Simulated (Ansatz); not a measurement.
# linear La chain, moments started antiparallel: one chain at several levels of theory, part 2 of 4

Aim: how far do the period, the moment and the conductance of the linear La chain, moments started antiparallel depend on the functional, the datasets and spin-orbit coupling, and at what cost?

Ansatz 0.2.0; DFT PBE, plane waves, PAW; relaxation of a chain's period (the session's first sound run).

So far. Step 2 (Relaxation of atoms and period, level PBE, cutoff 420 …): The cell's length comes to 5.928 Å with no moment. The two atoms stand evenly on a line, so the true period is half of it. That is -25 % against the start, more than a small adjustment.

### 3. Bands of the perfect wire, level PBE, functional PBE

This step: DFT PBE, plane waves, PAW; channels and complex bands of a perfect chain (Ansatz 0.2.0).

At the relaxed period the Bloch states of the perfect chain are found at each energy: those that move forward count the open channels, and those that decay describe how a disturbance dies away inside the wire itself. An energy step of 0.035 eV is under the 0.039 eV that the program asks for its thermal average at 300 K.

File input.yaml:

```yaml
crystal:
  lattice:
    - [7.5, 0.0, 0.0]
    - [0.0, 7.5, 0.0]
    - [0.0, 0.0, 5.9277566877]
  atoms:
    - { symbol: La, position: [0.5, 0.5, 0.0] }
    - { symbol: La, position: [0.5, 0.5, 0.5] }
kpoints:
  mp_grid: { grid: [1, 1, 14] }
  band_path: { path: ["Γ", Z], npoints: 60 }
scf:
  occupations: { method: fermi_dirac, width: 0.05 }
hamiltonian:
  xc: pbe
output:
  transmission:
    e_range: [-2, 2]
    de: 0.035
    kmesh: [1, 1]
    reduced_basis: true
    leads: [[0, 0]]
  dos: { projected: true, e_range: [-6, 4] }
  write_potential: true
  write_density: true
  volumetric_format: npy
  elf: true
```

Launch:

```sh
$ ansatz run input.yaml --threads 4 --pin off --max-ram 8192MiB --backend cpu --events-out ev --progress --plain --runs-dir out
```

Numbers of over 12 decimals in the logs are rounded to 6 here.

The log of the run:

```text
La: projections on atomic orbitals take those of the free atom [Kr 4d10] 4f0 5s2 5p6 5d1 6s2, of charge +0.00 (hamiltonian.pseudopotentials.projection_atoms); the dataset's partial waves leave at most 1.9e-5 of an orbital's norm unspanned inside its sphere
[...]
Crystal: 2 atoms, lattice volume = 333.436 Å³
Basis set: ecut = 420 eV, 6523 PW (Γ)
Bands: 15, of which v1, the nominal top of the filled ones, is band 11 counted from 1 (10 counted from 0)
Symmetry: 32 space group operations
[...]
k-points: 8 of 14
[...]
SCF iter   1: F=—  HF=-12495.983245 eV  |F-HF|=—  |Δ(HF+E_count)|=         —  Δρ=5.55e-3  dr2=1.71e-1  ethr=1.77e-3  ⟨swp⟩=6.8  Hψ=684  notcnv=0
[...]
SCF iter   8: F=-12496.005018 eV  HF=-12496.005018 eV  |F-HF|=9.32e-9  |Δ(HF+E_count)|=   1.06e-6  Δρ=1.50e-6  dr2=6.76e-9  ethr=4.55e-10  ⟨swp⟩=6.2  Hψ=503  notcnv=0
SCF 1 converged in 8 iterations: F = -12496.005018 eV  dr2 = 6.76e-9
[...]
NSCF: frozen V_eff on 61 k-points
transmission: 8 of 48 steps passed
transmission: 16 of 48 steps passed
[...]
transmission: 48 of 48 steps passed
WARN: The input density's exchange-correlation potential varies sharply where the density is thin. Do not read a vacuum level from v_tot or v_xc, or from such a field of the output density. On a cell that repeats whose density bears no net charge and no dipole along the vacuum's axis use v_es (v_loc + v_h of the components); under efield.dipole_correction with no amplitude use v_es + v_field, which holds any external [...]
SCF converged after 8 iterations
Free energy (F): -12496.005018 eV
[...]
Internal energy: -12495.966464 eV  (E = F + TS)
E sigma→0 (E₀):  -12495.985741 eV
Entropy (-TS):   -0.038554 eV (-19.277 meV/atom)
Fermi energy:    0.141440 eV
[...]
--- Band table (eV; the first three rows and the last of 8) ---
  k-point 0: bands = [... 7 lower, -14.7169, -0.8815, -0.8008, -0.8008, -0.4404, 0.4285, 0.7272, 1.1457]
  k-point 1: bands = [... 7 lower, -14.7808, -0.8257, -0.7676, -0.7676, -0.3841, 0.4428, 0.7387, 1.1341]
  k-point 2: bands = [... 7 lower, -14.9650, -0.6958, -0.6697, -0.6697, -0.1911, 0.4852, 0.7725, 1.0952]
  k-point 7: bands = [... 7 lower, -16.8694, 0.2173, 0.2173, 0.4594, 0.4594, 0.4594, 0.4594, 0.9976]
--- Transmission ---
  basis      : 497 plane waves across, 8 finite elements along
  points     : 1, standing for a mesh of 1 x 1
  filling    : by the input's occupations and mesh, since the crystals that have channels conduct as metals do. If one of these is a semiconductor, that mesh has misplaced its level
  energies   : 115 from -2.000000 to 1.990000 eV about the Fermi level, 0.035000 eV apart; the leads are filled to 0.000000 eV, and channels, transmission and decay are at -0.005000 eV
  crystal 0  : La2, at the sites [0, 0], period 5.9278 Å: whole cells are its period
    offset         : up to 0.0000 Å between an atom of the period and one for which it stands
    filled         : 12.5 meV over the level at which it is neutral
    channels       : 4.000000e0 a spin
    conductance    : 5.5098e14 S/m² at 300 K; may be off by some 0.0 % by where its bands' edges are placed, 0.0 % from the distance to neutral
```

The job ended after 23 s (4 threads of Arm Neoverse V2, shared host; peak memory 0.7 GiB; 81 s of CPU time).

Numbers from this step:

```
energy at zero smearing                                  : -12495.9857 eV
channels at the energy nearest the Fermi level, one spin : 4
conductance of the lead as this run defines it           : 4.000 G₀
band gap                                                 : 0 eV
```

Open channels of the lead, one spin against energy, zero at the Fermi level:

```csv
energy (eV),"open channels of the lead, one spin"
-2.00,0
-1.90,0
-1.79,0
-1.69,0
-1.58,0
-1.48,0
-1.37,0
-1.23,0
-1.12,0
-1.02,1
-0.92,3
-0.81,3
-0.70,3
-0.60,3
-0.49,4
-0.39,4
-0.28,4
-0.18,4
-0.07,4
-0.01,4
0.07,4
0.17,4
0.28,4
0.38,5
0.48,5
0.59,6
0.69,6
0.80,6
0.91,6
1.01,5
1.11,3
1.22,1
1.36,1
1.47,1
1.57,1
1.68,1
1.78,3
1.89,3
1.99,3
```

The slowest values at each energy, most degenerate partners merged, listed up to 1.5 1/Å. Table of Im kz of the slowest decaying states by energy, zero at the Fermi level:

```csv
energy (eV),decay 1 (Å⁻¹),decay 2 (Å⁻¹),decay 3 (Å⁻¹),decay 4 (Å⁻¹)
-2.000,0.247,0.404,0.594,0.867
-1.790,0.224,0.365,0.542,0.829
-1.615,0.202,0.328,0.494,0.797
-1.405,0.169,0.275,0.430,0.756
-1.195,0.120,0.205,0.356,0.711
-0.985,0.0854,0.267,0.663,0.769
-0.810,0.180,0.620,0.731,0.948
-0.600,0.0442,0.562,0.681,0.915
-0.390,0.496,0.625,0.881,1.07
-0.215,0.431,0.573,0.851,1.05
-0.005,0.333,0.500,0.813,1.02
0.205,0.180,0.410,0.770,0.993
0.415,0.282,0.723,0.966,1.04
0.590,0.676,0.944,0.988,1.03
0.800,0.607,0.900,0.913,0.917
1.010,0.0544,0.489,0.740,0.743
1.185,0.0773,0.386,0.387,0.443
1.395,0.426,0.431,0.458,0.491
1.605,0.363,0.413,0.461,0.468
1.815,0.392,0.462,0.497,0.632
```

Electronic bands along the path, in eV, zero at the Fermi level:

```csv
point,band 9,band 10,band 11,band 12,band 13,band 14,band 15
Γ,-1.02,-0.94,-0.94,-0.58,0.29,0.59,1.00
halfway,-0.61,-0.56,-0.56,0.22,0.46,0.72,0.81
Z,0.08,0.08,0.32,0.32,0.32,0.32,0.86
```

The electronic bands as a text plot (rows in eV):

```
    1.0 |********************
    0.9 |                    *******                            *
    0.8 |                           ************          ******
    0.7 |                      ************* ** *** ******
    0.6 |**********************             ***********
    0.5 |                               ******* ***    ****
    0.5 |                        *********         **      ***
    0.4 |              **********      *             ***      ***
    0.3 |**************              **                 ***    **
    0.2 |                           *                      ****
    0.1 |                          *                     ***  ***
    0.0 |                        **                    **     ***
   -0.1 |                      **                   ***    ***
   -0.1 |                    **                   **    ***
   -0.2 |                  **                  ***  ****
   -0.3 |               ***                 ***   **
   -0.4 |             **                 ***  ****
   -0.5 |         ****                *** ****
   -0.6 |*********                  ******
   -0.6 |                       *****
   -0.7 |                  *******
   -0.8 |              ******
   -0.9 |  *************
   -1.0 |**********
         Γ                                                      Z
```

ELF in the ca plane at fractional y = 0.500, with atoms of La within 0.2 Å of it. It is the smooth field of the valence electrons, not physical close to the nuclei.

Values, 20 rows by 16 columns, each cell a mean:
```
0.50 0.35 0.20 0.13 0.12 0.16 0.26 0.44 0.50 0.35 0.20 0.13 0.12 0.16 0.26 0.44
0.31 0.27 0.22 0.20 0.19 0.20 0.24 0.29 0.31 0.27 0.22 0.20 0.19 0.20 0.24 0.29
0.15 0.18 0.24 0.29 0.30 0.27 0.21 0.16 0.15 0.18 0.24 0.29 0.30 0.27 0.21 0.16
0.06 0.11 0.22 0.36 0.40 0.30 0.16 0.08 0.06 0.11 0.22 0.36 0.40 0.30 0.16 0.08
0.04 0.07 0.19 0.37 0.42 0.29 0.12 0.05 0.04 0.07 0.19 0.37 0.42 0.29 0.12 0.05
0.11 0.12 0.19 0.34 0.39 0.26 0.14 0.11 0.11 0.12 0.19 0.34 0.39 0.26 0.14 0.11
0.50 0.42 0.32 0.32 0.34 0.30 0.36 0.47 0.50 0.42 0.32 0.32 0.34 0.30 0.36 0.47
0.81 0.77 0.58 0.35 0.30 0.44 0.70 0.80 0.81 0.77 0.58 0.35 0.30 0.44 0.70 0.80
0.52 0.74 0.73 0.39 0.27 0.56 0.79 0.63 0.52 0.74 0.73 0.39 0.27 0.56 0.79 0.63
0.04 0.46 0.72 0.40 0.25 0.59 0.69 0.18 0.04 0.46 0.72 0.40 0.25 0.59 0.69 0.18
0.21 0.60 0.73 0.40 0.26 0.58 0.74 0.38 0.21 0.60 0.73 0.40 0.26 0.58 0.74 0.38
0.77 0.81 0.68 0.37 0.29 0.51 0.78 0.79 0.77 0.81 0.68 0.37 0.29 0.51 0.78 0.79
0.71 0.63 0.44 0.33 0.32 0.36 0.53 0.68 0.71 0.63 0.44 0.33 0.32 0.36 0.53 0.68
0.25 0.22 0.22 0.32 0.37 0.27 0.21 0.23 0.25 0.22 0.22 0.32 0.37 0.27 0.21 0.23
0.05 0.07 0.18 0.35 0.41 0.27 0.12 0.05 0.05 0.07 0.18 0.35 0.41 0.27 0.12 0.05
0.04 0.08 0.21 0.37 0.42 0.30 0.14 0.06 0.04 0.08 0.21 0.37 0.42 0.30 0.14 0.06
0.10 0.14 0.23 0.33 0.36 0.29 0.19 0.12 0.10 0.14 0.23 0.33 0.36 0.29 0.19 0.12
0.23 0.23 0.23 0.24 0.24 0.23 0.23 0.23 0.23 0.23 0.23 0.24 0.24 0.23 0.23 0.23
0.42 0.32 0.21 0.16 0.15 0.18 0.25 0.37 0.42 0.32 0.21 0.16 0.15 0.18 0.25 0.37
0.56 0.37 0.20 0.12 0.11 0.15 0.26 0.48 0.56 0.37 0.20 0.12 0.11 0.15 0.26 0.48
```
Columns run along c (5.9 Å), rows up along a (7.5 Å). Atoms in or near the plane, at fractional coordinates: La at (0.00, 0.50), La at (0.50, 0.50).

Electrostatic potential energy in the ca plane at fractional y = 0.500, with atoms of La within 0.2 Å of it. With pseudopotentials it is smooth inside the atoms' cores, unlike the true potential.

Values in eV, 20 rows by 16 columns, each cell a mean:
```
  3   3   4   4   4   4   4   3   3   3   4   4   4   4   4   3
  3   3   3   3   3   3   3   3   3   3   3   3   3   3   3   3
  3   3   3   3   3   3   3   3   3   3   3   3   3   3   3   3
  2   2   3   3   3   3   2   2   2   2   3   3   3   3   2   2
  1   1   2   2   2   2   1   1   1   1   2   2   2   2   1   1
 -3  -2   0   1   2   1  -1  -2  -3  -2   0   1   2   1  -1  -2
-11  -8  -3   0   0  -2  -5 -10 -11  -8  -3   0   0  -2  -5 -10
-34 -25 -11  -3  -2  -6 -17 -31 -34 -25 -11  -3  -2  -6 -17 -31
-43 -44 -25  -8  -5 -14 -36 -45 -43 -44 -25  -8  -5 -14 -36 -45
-16 -42 -34 -11  -7 -20 -43 -31 -16 -42 -34 -11  -7 -20 -43 -31
-32 -45 -31 -10  -6 -17 -41 -40 -32 -45 -31 -10  -6 -17 -41 -40
-43 -37 -17  -5  -3  -9 -26 -42 -43 -37 -17  -5  -3  -9 -26 -42
-20 -14  -6  -2  -1  -3 -10 -18 -20 -14  -6  -2  -1  -3 -10 -18
 -6  -4  -1   1   1   0  -2  -5  -6  -4  -1   1   1   0  -2  -5
 -1   0   1   2   2   2   1   0  -1   0   1   2   2   2   1   0
  2   2   2   3   3   2   2   2   2   2   2   3   3   2   2   2
  3   3   3   3   3   3   3   3   3   3   3   3   3   3   3   3
  3   3   3   3   3   3   3   3   3   3   3   3   3   3   3   3
  3   3   3   4   4   4   3   3   3   3   3   4   4   4   3   3
  4   4   4   4   4   4   4   4   4   4   4   4   4   4   4   4
```
Columns run along c (5.9 Å; values clipped at the 3rd and 97th percentile), rows up along a (7.5 Å). Atoms in or near the plane, at fractional coordinates: La at (0.00, 0.50), La at (0.50, 0.50).

Valence density in the ca plane at fractional y = 0.500, with atoms of La within 0.2 Å of it. It is the smooth field of the valence electrons, not physical close to the nuclei.

Ten even steps from '0' (0.0 e/Å³) to '9' (1.6 e/Å³), each cell a mean:
```
0000000000000000
0000000000000000
0000000000000000
0000000000000000
0000000000000000
0000000000000000
2110001121100011
7531114675311146
9962138999621389
8973259889732598
9973249999732499
9741126897411268
4311012343110123
0000000000000000
0000000000000000
0000000000000000
0000000000000000
0000000000000000
0000000000000000
0000000000000000
```
Columns run along c (5.9 Å), rows up along a (7.5 Å). Atoms in or near the plane, at fractional coordinates: La at (0.00, 0.50), La at (0.50, 0.50).

By hand: the program gives 5.5098 × 10^14 S/m² over the cell's cross-section of 56.25 Å² = 5.625 × 10^-19 m², so one cell conducts 3.099 × 10^-4 S. Divided by G0 = 2e²/h = 7.748 × 10^-5 S this is 4.00 G0, a resistance of 3.23 kΩ.

At the computed energy nearest the Fermi level there are 4 channels a spin, and the thermal average gives 4.00 G₀.

### 4. Relaxing the period

This step: DFT RPBE, plane waves, PAW; relaxation of a chain's period (Ansatz 0.2.0).

The relaxation is repeated under another functional. RPBE strengthens the exchange enhancement and tends to longer, weaker bonds than PBE.

File input.yaml:

```yaml
crystal:
  lattice:
    - [7.5, 0.0, 0.0]
    - [0.0, 7.5, 0.0]
    - [0.0, 0.0, 7.866]
  atoms:
    - { symbol: La, position: [0.5, 0.5, 0.0], spin: 1.0 }
    - { symbol: La, position: [0.5, 0.5, 0.5], spin: -1.0 }
magnetization:
  spin_polarized: true
kpoints:
  mp_grid: { grid: [1, 1, 11] }
scf:
  occupations: { method: fermi_dirac, width: 0.05 }
hamiltonian:
  xc: rpbe
relax:
  cell: { fix: [a, b, alpha, beta, gamma] }
  max_steps: 60
```

The log of the run:

```text
[...]
Crystal: 2 atoms, lattice volume = 442.462 Å³
Basis set: ecut = 420 eV, 8627 PW (Γ), exchange–correlation on 108×108×108 points (8 copies of the dense FFT grid, shifted against one another)
Bands: 16, of which v1, the nominal top of the filled ones, is band 11 counted from 1 (10 counted from 0)
Symmetry: 16 space group operations
[...]
0.000000      -0.600627       0.000000
        0.000000       0.000000      -0.024476
  P = ⅓ Tr σ = -0.4086 GPa (-4.086 kbar)
--- Relaxed structure (8 steps of the walk, 8 accepted, 1 SCFs on fresh bases) ---
[...]
cell:  # Å, volume = 337.3903 Å³
    - [7.5, 0.0, 0.0]
    - [0.0, 7.5, 0.0]
    - [0.0, 0.0, 5.998049]
  atoms:
    - { symbol: La, position: [0.5, 0.5, 0.0] }
    - { symbol: La, position: [0.5, 0.5, 0.5] }
[key lines of the parts left out:]
SCF converged after 9 iterations
Magnetization: 0.0000 μB (11.0000 up, 11.0000 down)
Free energy (F): -12515.714504 eV
Fermi energy:    0.238063 eV
```

The job ended after 21 s (4 threads; peak memory 0.8 GiB).

The steps of the relaxation:

```csv
step,energy less that of the first step (eV),largest force component (eV/Å),pressure (GPa),volume (Å³)
1,0.0000,0.0000,-1.12,442.46
2,-0.2738,0.0000,-1.15,424.81
3,-0.6146,0.0000,-1.12,403.24
4,-0.9283,0.0000,-1.06,381.67
5,-1.1806,0.0000,-0.86,360.10
6,-1.3045,0.0000,-0.45,338.57
7,-1.3048,0.0000,-0.37,336.13
8,-1.3051,0.0000,-0.41,337.39
9*,-1.3043,0.0000,-0.41,337.39
```

Relaxation steps marked * repeat the geometry before them on a plane-wave basis chosen anew for their cell, so energy and pressure can jump there.

Forces are held to the 16 operations that the run works with; a distortion that breaks them can't arise in this run.

```csv
cell as run,before,after,change
c (Å),7.866,5.998,-23.7 %
```

Final coordinates:

```xyz
2
Lattice="7.5000 0.0000 0.0000 0.0000 7.5000 0.0000 0.0000 0.0000 5.9980" Properties=species:S:1:pos:R:3
La    3.7500    3.7500    0.0000
La    3.7500    3.7500    2.9990
```

The cell's length comes to 5.998 Å, +1.2 % against the first run, with no moment. The two atoms stand evenly on a line, so the true period is half of it. That is -24 % against the start, more than a small adjustment.

### 5. The perfect wire, level RPBE, functional RPBE

This step: DFT RPBE, plane waves, PAW; channels and complex bands of a perfect chain (Ansatz 0.2.0).

The channels are counted again under RPBE, at the period that it gave.

File input.yaml:

```yaml
crystal:
  lattice:
    - [7.5, 0.0, 0.0]
    - [0.0, 7.5, 0.0]
    - [0.0, 0.0, 5.9980491067]
  atoms:
    - { symbol: La, position: [0.5, 0.5, 0.0] }
    - { symbol: La, position: [0.5, 0.5, 0.5] }
kpoints:
  mp_grid: { grid: [1, 1, 14] }
  band_path: { path: ["Γ", Z], npoints: 60 }
scf:
  occupations: { method: fermi_dirac, width: 0.05 }
hamiltonian:
  xc: rpbe
output:
  transmission:
    e_range: [-2, 2]
    de: 0.035
    kmesh: [1, 1]
    reduced_basis: true
    leads: [[0, 0]]
  dos: { projected: true, e_range: [-6, 4] }
```

The log of the run:

```text
[...]
Crystal: 2 atoms, lattice volume = 337.390 Å³
Basis set: ecut = 420 eV, 6581 PW (Γ)
Bands: 15, of which v1, the nominal top of the filled ones, is band 11 counted from 1 (10 counted from 0)
Symmetry: 32 space group operations
[...]
k-points: 8 of 14
[...]
k-point 7: bands = [... 7 lower, -16.7729, 0.3690, 0.3690, 0.5563, 0.5563, 0.5563, 0.5563, 1.1179]
--- Transmission ---
  basis      : 497 plane waves across, 8 finite elements along
  points     : 1, standing for a mesh of 1 x 1
[...]
crystal 0  : La2, at the sites [0, 0], period 5.9980 Å: whole cells are its period
[...]
filled         : 3.9 meV over the level at which it is neutral
    channels       : 4.000000e0 a spin
[...]
[key lines of the parts left out:]
SCF converged after 7 iterations
Free energy (F): -12515.707185 eV
Fermi energy:    0.246885 eV
```

Elapsed: 23 s, on 4 threads; peak memory 0.72 GiB; 81 s of CPU time.

The open channels of the lead, one spin by energy, zero at the Fermi level:

energy (eV), open channels of the lead, one spin and a bar:
```
   -1.195       0.00 
   -0.985       1.00 #####
   -0.810       3.00 ###############
   -0.600       3.00 ###############
   -0.390       4.00 ####################
   -0.215       4.00 ####################
   -0.005       4.00 ####################
    0.205       4.00 ####################
    0.415       5.00 #########################
    0.590       5.00 #########################
    0.800       6.00 ##############################
    1.010       4.00 ####################
    1.185       1.00 #####
    1.395       1.00 #####
    1.605       1.00 #####
    1.815       3.00 ###############
```

At the computed energy nearest the Fermi level there are 4 channels a spin, and the thermal average gives 4.00 G₀.

### 6. Relaxing the period

This step: DFT LDA, plane waves, PAW; relaxation of a chain's period (Ansatz 0.2.0).

The relaxation is repeated under another functional. LDA has no gradient terms and tends to overbind, so it marks the short end of the likely bond lengths.

File input.yaml:

```yaml
crystal:
  lattice:
    - [7.5, 0.0, 0.0]
    - [0.0, 7.5, 0.0]
    - [0.0, 0.0, 7.866]
  atoms:
    - { symbol: La, position: [0.5, 0.5, 0.0], spin: 1.0 }
    - { symbol: La, position: [0.5, 0.5, 0.5], spin: -1.0 }
magnetization:
  spin_polarized: true
kpoints:
  mp_grid: { grid: [1, 1, 11] }
scf:
  occupations: { method: fermi_dirac, width: 0.05 }
hamiltonian:
  xc: lda
relax:
  cell: { fix: [a, b, alpha, beta, gamma] }
  max_steps: 60
```

The log of the run:

```text
[...]
Crystal: 2 atoms, lattice volume = 442.462 Å³
Basis set: ecut = 420 eV, 8627 PW (Γ)
Bands: 16, of which v1, the nominal top of the filled ones, is band 11 counted from 1 (10 counted from 0)
Symmetry: 16 space group operations
[...]
k-points: 6 of 11
[...]
Starting moments: Σ|m| = 2 μB on 2 of 2 sites
[...]
0.000000      -0.745084       0.000000
        0.000000       0.000000       0.011473
  P = ⅓ Tr σ = -0.4929 GPa (-4.929 kbar)
--- Relaxed structure (8 steps of the walk, 8 accepted, 1 SCFs on fresh bases) ---
[...]
cell:  # Å, volume = 322.1832 Å³
    - [7.5, 0.0, 0.0]
    - [0.0, 7.5, 0.0]
    - [0.0, 0.0, 5.727701]
  atoms:
    - { symbol: La, position: [0.5, 0.5, 0.0] }
    - { symbol: La, position: [0.5, 0.5, 0.5] }
[key lines of the parts left out:]
SCF converged after 7 iterations
Magnetization: 0.0000 μB (11.0000 up, 11.0000 down)
Free energy (F): -12147.459262 eV
Fermi energy:    -0.008887 eV
```

Run time: 15 s. Hardware: 4 threads; peak memory 0.74 GiB.

Relaxation path:

```csv
step,energy less that of the first step (eV),largest force component (eV/Å),pressure (GPa),volume (Å³)
1,0.0000,0.0000,-1.38,442.46
2,-0.3864,0.0000,-1.45,421.63
3,-0.8174,0.0000,-1.49,400.06
4,-1.2426,0.0000,-1.46,378.49
5,-1.6299,0.0000,-1.30,356.92
6,-1.9057,0.0000,-0.89,335.35
7,-1.9567,0.0000,-0.46,321.21
8,-1.9571,0.0000,-0.49,322.18
9*,-1.9567,0.0000,-0.49,322.18
```

Relaxation steps marked * repeat the geometry before them on a plane-wave basis chosen anew for their cell, so energy and pressure can jump there.

Forces are held to the 16 operations that the run works with; a distortion that breaks them can't arise in this run.

```csv
cell as run,before,after,change
c (Å),7.866,5.728,-27.2 %
```

Final coordinates:

```
La
1.0
     7.50000    0.00000    0.00000
     0.00000    7.50000    0.00000
     0.00000    0.00000    5.72770
La
2
Cartesian
  3.7500 3.7500 0.0000
  3.7500 3.7500 2.8639
```

The cell's length comes to 5.728 Å, -3.4 % against the first run, with no moment. The two atoms stand evenly on a line, so the true period is half of it. That is -27 % against the start, more than a small adjustment.

[end of part 2 of 4]

[Logs are printed without paths, hosts, clocks, repeated set-up lines and the standing remarks that a program may print on its own settings, such as how far it seeks lower states.]

[Hosts, paths, dates, database ids (printed as entryN), source tags and the programs' standing remarks are cut or masked in the printed files.]
